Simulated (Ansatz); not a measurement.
# Al2O3 in Ansatz: the effect of functional

Al2O3:

```
Al O
1.0
     4.61378    0.00000    0.00000
     0.00000    9.56328    0.00000
     0.00000    0.00000    3.11986
Al O
4 6
Cartesian
  4.5352 7.8856 0.0000
  0.0785 1.6777 0.0000
  2.2283 6.4593 1.5599
  2.3854 3.1040 1.5599
  2.3069 4.7816 1.5599
  0.5704 7.2016 1.5599
  1.7365 2.4200 0.0000
  2.8773 7.1433 0.0000
  0.0000 0.0000 0.0000
  4.0434 2.3617 1.5599
```

Measurements of this composition are mostly on another form, of space group No. 167.

Alike in all runs:

* Program: Ansatz 0.2.0
* Task: band structure
* Potentials or basis: Ansatz PAW
* k mesh: 6 × 3 × 9
* Occupations: fermi-dirac, width 0.05 eV
* Spin: no spin polarisation

| functional | cutoff | gap on the mesh (eV) | pressure (GPa) | largest force (eV/Å) |
| --- | --- | --- | --- | --- |
| LDA | 420 eV (not typed: the program's choice for these potentials) | 3.36 | -6.5 | 0.20 |
| PBEsol | 420 eV (not typed: the program's choice for these potentials) | ? | ? | ? |
| RPBE | 420 eV (not typed: the program's choice for these potentials) | 3.69 | 3.0 | 0.22 |
| revPBE | 420 eV (not typed: the program's choice for these potentials) | 3.67 | 2.3 | 0.21 |
| BLYP | 420 eV (not typed: the program's choice for these potentials) | 3.64 | 1.5 | 0.21 |
| r2SCAN | 500 eV (not typed: the program's choice for these potentials) | 4.12 | -4.1 | 0.21 |

Question: What does the run with functional PBEsol give?

Answer: gap on the mesh 3.43 eV; pressure -2.6 GPa; largest force 0.17 eV/Å.

Caveats: the PAW data sets come from PBE, with cores solved anew for the run's functional, which leaves a small shift of forces and pressure.

Runs at the PBE level aren't shown here.
